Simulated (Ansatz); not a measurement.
Skutterudite CoSb3 was calculated with PBE0 (PAW; Ansatz, a first-principles code).

Numerical settings: plane-wave cutoff 460 eV, 4×4×4 k mesh, Fermi–Dirac smearing 0.01 eV, no spin polarisation, scalar-relativistic PAW data made under PBE.

Computed at the level's own relaxed cell.

Q: Estimate the lattice parameter a, band gap and smallest direct gap on the k points sampled that the calculation returns.

A: 
lattice parameter a: 9.001 Å
band gap: 1.24 eV (on the SCF k mesh)
smallest direct gap on the k points sampled: 1.34 eV

Measured, for comparison: band gap 0.63 eV (temperature not stated, not corrected to a static lattice; as tabulated in Kim et al. (2020), doi:10.1038/s41597-020-00723-8); lattice constant a 9.037 Å (room temperature, not corrected to a static lattice; as tabulated in Alexeev et al. (2016), arXiv:1601.07731). Computed (rounded) less measured: lattice constant a -0.4 %. A static lattice is as a rule a little smaller and stiffer than an uncorrected measurement, which narrows the difference in the lattice constant a and would widen misses of the other sign.

Spin–orbit coupling is not included; with these elements it can move the gap by several tenths of an eV or more.

Static lattice: no zero-point or thermal effects.
